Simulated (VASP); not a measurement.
Input of a VASP 6.6.1 run:

The input POSCAR:

```
RbBr
1.0
    0.0000000000      3.8091327135      3.8694968646
    3.8091327135      0.0000000000      3.8694968646
    3.8091327135      3.8091327135      0.0000000000
Rb Br
1 1
Direct
    0.0000000000      0.0000000000      0.0000000000
    0.2500000000      0.2500000000      0.2500000000
```

File INCAR.step1:

```
PREC = Accurate
ENCUT = 520
ISMEAR = 0
SIGMA = 0.01
LREAL = F
LASPH = T
NELM = 80
NBANDS = 15
GGA = PE
ALGO = Normal
EDIFF = 1E-4
LWAVE = T
LCHARG = F
```

File INCAR.step2:

```
PREC = Accurate
ENCUT = 520
EDIFF = 1E-6
ISMEAR = 0
SIGMA = 0.01
LREAL = F
LASPH = T
NELM = 80
ALGO = Normal
ISIF = 2
LWAVE = F
LCHARG = F
METAGGA = R2SCAN
LMIXTAU = T
NBANDS = 15
ISTART = 1
```

File KPOINTS:

```
regular mesh
0
Gamma
  6 6 6
```

Potentials or basis: VASP PAW PBE potentials, release 64 (Rb_sv, Br).

Launch:

```sh
$ cat potpaw_PBE.64/Rb_sv/POTCAR potpaw_PBE.64/Br/POTCAR > POTCAR
$ cp INCAR.step1 INCAR
$ mpirun -np 1 vasp_std > vasp.out
$ cp INCAR.step2 INCAR
$ mpirun -np 1 vasp_std > vasp.out
```

Problem. Estimate the pressure.

Solution. 0.3 GPa.

Problem. Estimate the band gap on the k mesh.

Solution. 4.68 eV, indirect (least direct gap 4.78 eV).

Caveat: the PAW data sets were made with another functional, which shifts forces and pressure a little. A k mesh can miss the band edges.
